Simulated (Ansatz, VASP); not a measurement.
# InP: VASP beside Ansatz

Contents of INCAR:

```
ALGO     = Fast           # electronic algorithm
EDIFF    = 1E-7           # SCF threshold, eV
ENCUT    = 520            # plane-wave cutoff, eV
GGA      = PE             # functional
ISIF     = 2              # what is computed and relaxed
ISMEAR   = 0              # smearing method
LASPH    = T              # aspherical terms in the spheres
LCHARG   = F              # write CHGCAR
LREAL    = F              # projectors in reciprocal space
LWAVE    = F              # write WAVECAR
NBANDS   = 16             # bands
NELM     = 100            # most SCF steps
PREC     = Accurate       # precision mode
SIGMA    = 0.15           # smearing width, eV
```

KPOINTS

```
k-points
0
Gamma
  16 16 16
```

Contents of POSCAR:

```
InP
1.0
    0.0000000000      3.2958567472      2.1423068857
    3.2958567472      0.0000000000      2.1423068857
    3.2958567472      3.2958567472      0.0000000000
In P
1 1
Direct
    0.0000000000      0.0000000000      0.0000000000
    0.5000000000      0.5000000000      0.5000000000
```

Input for Ansatz:

```yaml
crystal:
  lattice:
    - [0.0, 3.2958567472, 2.1423068857]
    - [3.2958567472, 0.0, 2.1423068857]
    - [3.2958567472, 3.2958567472, 0.0]
  atoms:
    - { symbol: In, position: [0.0, 0.0, 0.0] }
    - { symbol: P, position: [0.5, 0.5, 0.5] }
basis:
  ecutwfc: 420
kpoints:
  mp_grid: { grid: [16, 16, 16] }
hamiltonian:
  xc: pbe
scf:
  occupations: { method: gaussian, width: 0.15 }
output:
  forces: true
  stress: true
  eigenvalues: true
```

Alike in both runs: task single point; functional PBE; k mesh 16 × 16 × 16; occupations gaussian, width 0.15 eV; no spin polarisation.

|  | VASP | Ansatz |
| --- | --- | --- |
| version | VASP 6.6.1 | Ansatz 0.2.0 |
| potentials or method | VASP PAW PBE potentials, release 64 (In_d, P) | scalar-relativistic, plane waves, PAW |
| plane-wave cutoff (eV) | 520 | 420 |
| valence electrons in the cell | 18 | 18 |

|  | VASP | Ansatz | Ansatz less VASP |
| --- | --- | --- | --- |
| gap on the k mesh at the Fermi level (eV) | none | none | - |
| pressure (GPa) | 22.0 | 22.5 | +0.51 |
| largest component of the traceless stress (GPa) | 49.12 | 50.13 | +1.002 |

A gap of «none» marks a metal or a gap that the smearing closes.

Caveats: so large a pressure means that the cell lies far from this level's equilibrium, or that cutoff or potentials fall short (VASP).
